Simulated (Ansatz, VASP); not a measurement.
Sn in VASP and in Ansatz

INCAR

```
SYSTEM = Sn
PREC     = Accurate       ! precision mode
ENCUT    = 520            ! plane-wave cutoff, eV
EDIFF    = 1E-6           ! SCF threshold, eV
ISMEAR   = -1             ! smearing method
SIGMA    = 0.03           ! smearing width, eV
LREAL    = .FALSE.        ! projectors in reciprocal space
LASPH    = .TRUE.         ! aspherical terms in the spheres
NELM     = 80             ! most SCF steps
ALGO     = Normal         ! electronic algorithm
ISIF     = 2              ! what is computed and relaxed
LWAVE    = .FALSE.        ! write WAVECAR
LCHARG   = .FALSE.        ! write CHGCAR
GGA      = CA             ! functional
NBANDS   = 21             ! bands
```

The input KPOINTS:

```
Automatic mesh
0
G
  9 9 9
  0 0 0
```

Contents of POSCAR:

```
Sn
1.0
    0.0324560000      3.2618280000      3.2618280000
    3.2618280000      0.0324560000      3.2618280000
    3.2618280000      3.2618280000      0.0324560000
Sn
2
Direct
    0.5000000000      0.5000000000      0.5000000000
    0.7500000000      0.7500000000      0.7500000000
```

Input for Ansatz:

```yaml
crystal:
  lattice:
    - [0.032456, 3.261828, 3.261828]
    - [3.261828, 0.032456, 3.261828]
    - [3.261828, 3.261828, 0.032456]
  atoms:
    - { symbol: Sn, position: [0.5, 0.5, 0.5] }
    - { symbol: Sn, position: [0.75, 0.75, 0.75] }
kpoints:
  mp_grid: { grid: [9, 9, 9] }
  band_path:
    path:
      - [0.0, 0.0, 0.0]
      - [0.5, 0.5, 0.5]
      - [0.247543133, 0.5, 0.752456867]
      - [-0.247543133, 0.247543133, 0.5]
      - [0.0, 0.0, 0.5]
      - [0.0, 0.0, 0.0]
      - [-0.3737715665, 0.0, 0.3737715665]
      - [0.0, 0.3737715665, 0.6262284335]
      - [0.0, 0.5, 0.5]
    npoints: 5
scf:
  occupations: { method: fermi_dirac, width: 0.03 }
hamiltonian:
  xc: lda
  pseudopotentials: { kind: all_electron, lapw: { basis_error: 0.00025 } }
output:
  forces: true
  stress: true
  eigenvalues: true
```

Change from the starting cell: equal xy, yz and zx shear strains of +1 %.

Alike in both runs: task single point; functional LDA; k mesh 9 × 9 × 9; occupations fermi-dirac, width 0.03 eV; no spin polarisation.

```csv
,VASP,Ansatz
version,VASP 6.6.1,Ansatz 0.2.0
potentials or method,"VASP PAW LDA potentials, release 64 (Sn_d)","all-electron LAPW, scalar-relativistic"
plane-wave cutoff (eV),520,see its input
```

```tsv
	VASP	Ansatz	Ansatz less VASP
pressure (GPa)	-0.3	-0.3	0.00
largest component of the traceless stress (GPa)	0.47	0.47	-0.006
rms of the force components (eV/Å)	0.084	0.084	+0.0004
```

Atom by atom the forces differ by 0.000 eV/Å (rms over components). Ansatz ran all-electron here, so the differences hold the error of VASP's frozen core and of both bases.
